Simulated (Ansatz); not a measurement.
Runs of Ansatz 0.2.0 on MgO. It takes space group Fm-3m (No. 225, cubic). The conventional cell has a = 4.194 Å, b = 4.194 Å, c = 4.194 Å, α = 90.00°, β = 90.00°, γ = 90.00°. Mg (site symmetry m-3m) has 6 O at 2.10 Å as nearest neighbours. O (site symmetry m-3m) is surrounded by 6 Mg at 2.10 Å. The cell is a database's computed one.

| task | level | cell | k mesh | cutoff (eV) | smearing | gap on the mesh (eV) | pressure (GPa) | relaxed volume (Å³/atom) |
| --- | --- | --- | --- | --- | --- | --- | --- | --- |
| relaxation of cell and atoms | BLYP+D3(BJ) | relaxed | 11 × 11 × 11 | - | fermi-dirac 0.05 eV | 5.27 | 0.0 | 9.11 |
| phonons | LDA | as given | 8 × 8 × 8 | 338 | fermi-dirac 0.05 eV | 4.78 | - | - |
| relaxation of cell and atoms | RPBE+D4 | relaxed | 11 × 11 × 11 | - | fermi-dirac 0.05 eV | (b) | 0.0 | 9.47 |
| band structure | BLYP | as given | 11 × 11 × 11 | 316 | fermi-dirac 0.05 eV | (a) | 9.5 | - |
| band structure | LDA | as given | 11 × 11 × 11 | 316 | fermi-dirac 0.05 eV | 4.78 | -3.9 | - |

Alike in all rows: potentials or basis all-electron LAPW, scalar-relativistic; no spin polarisation; basis error allowed 0.001 eV/atom.

Fill in the values left out.

(a) 5.14; (b) 4.71.

Caveats: an odd mesh through Γ misses points on the zone boundary, where band edges often lie (some runs).

Runs at the PBE level aren't shown here.
